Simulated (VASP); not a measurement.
PtSe2 (Sudovikovite) under changes of volume

One of the cells (20.671 Å³/atom); the others are scaled copies at fixed shape and fractional positions:

```
Pt Se
1.0
     3.74866    0.00000    0.00000
    -1.87433    3.24644    0.00000
     0.00000    0.00000    5.09552
Pt Se
1 2
Direct
  0.00000 0.00000 0.00000
  0.66667 0.33333 0.75000
  0.33333 0.66667 0.25000
```

| Property | Result |
| --- | --- |
| Program | VASP 6.6.1 |
| Functional | PBE |
| Potentials or basis | VASP PAW PBE potentials, release 64 (Pt, Se) |
| Cutoff | 520 eV |
| k mesh | 8 × 8 × 5 |
| Occupations | fermi-dirac, width 0.05 eV |
| Spin | no spin polarisation |

```csv
volume (Å³/atom),energy over the lowest point (meV/atom),pressure (GPa),largest force (eV/Å)
19.049,118.80,17.7,1.485
19.455,78.81,13.9,1.164
19.860,48.12,10.4,0.869
20.671,10.75,4.5,0.351
21.076,?,?,?
21.481,0.00,-0.2,0.085
```

What does the run at 21.076 Å³/atom give?

Energy over the lowest point 2.41 meV/atom; pressure 2.0 GPa; largest force 0.124 eV/Å.

Worked out: A Birch-Murnaghan fit of order 3 (a polynomial in V^(-2/3)) to the other rows has its minimum at 21.45 Å³/atom with B0 = V·E''(V) = 112 GPa and B' = 4.8 at fixed shape and positions, which overstates the stiffness. It gives 2.40 meV/atom at 21.076 Å³/atom, against the run's 2.41, and -dE/dV = 2.1 GPa, against 2.0.

Energies are extrapolated to zero smearing.

Caveats: forces of over 1 eV/Å show positions far from the minimum, so gaps and moduli don't describe the material at rest (some runs).
